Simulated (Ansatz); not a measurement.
# Relaxation of Ti

Level of theory: Ansatz 0.2.0, DFT PBE, scalar-relativistic, plane waves, PAW. Run with 420 eV cutoff, 18×18×12 k-mesh, Gaussian smearing of 0.10 eV, no spin polarisation.

What was changed: biaxial strain in the a-b plane, c and atoms relaxed: -2.0 %.

Command:

```bash
ansatz run input.yaml --threads 1 --pin off --max-ram 2560MiB --backend cpu --events-out ev --progress --plain --runs-dir out
```

Input:

```yaml
crystal:
  lattice:
    - [2.0148971722, 2.0148971722, 0.0]
    - [-2.0148971722, 2.0148971722, 0.0]
    - [0.0, 0.0, 4.1613794659]
  atoms:
    - { symbol: Ti, position: [0.0, 0.0, 0.0] }
    - { symbol: Ti, position: [0.5, 0.5, 0.5] }
basis:
  ecutwfc: 420
kpoints:
  mp_grid: { grid: [18, 18, 12] }
hamiltonian:
  xc: pbe
scf:
  occupations: { method: gaussian, width: 0.1 }
output:
  forces: true
  stress: true
  eigenvalues: true
relax:
  adjacent_minimum: "off"
  f_tol: 0.008
  max_steps: 40
  cell: { stress_tol: 0.015, fix: [a, b, gamma] }
```

F is the free energy. Steps run on the plane waves of an earlier cell, but the last one, and at times one on the way, on a freshly chosen basis, so a repeated geometry can differ a little in energy. The held parts of the cell keep their stress, so P needn't end at zero.

Steps:

| step | F − F(1) (eV) | largest force component (eV/Å) | V (Å³/atom) | P (GPa) |
| --- | --- | --- | --- | --- |
| 1 | 0.0000 | 0.000 | 16.894 | 3.21 |
| 2 | -0.0043 | 0.000 | 17.243 | 0.85 |
| 3 | -0.0044 | 0.000 | 17.197 | 1.15 |
| 4 | -0.0045 | 0.000 | 17.197 | 1.15 |

Relaxed structure:

```cif
data_structure
_symmetry_space_group_name_H-M 'P 1'
_symmetry_Int_Tables_number 1
_cell_length_a 2.8495
_cell_length_b 2.8495
_cell_length_c 4.2358
_cell_angle_alpha 90.000
_cell_angle_beta 90.000
_cell_angle_gamma 90.000
_cell_volume 34.39
loop_
_atom_site_label
_atom_site_type_symbol
_atom_site_fract_x
_atom_site_fract_y
_atom_site_fract_z
_atom_site_occupancy
Ti1 Ti 0.00000 0.00000 0.00000 1
Ti2 Ti 0.50000 0.50000 0.50000 1
```

Symmetry: I4/mmm, No. 139, tetragonal system. Conventional cell: a = 2.849 Å, b = 2.849 Å, c = 4.236 Å, α = 90.00°, β = 90.00°, γ = 90.00°. Around Ti (site symmetry 4/mmm) lie 12 Ti at 2.85 to 2.92 Å.

The run converged. The run took 30 s on 1 thread of Intel(R) Xeon(R) Platinum 8488C (Sapphire Rapids), on a shared host, peak memory 0.55 GiB.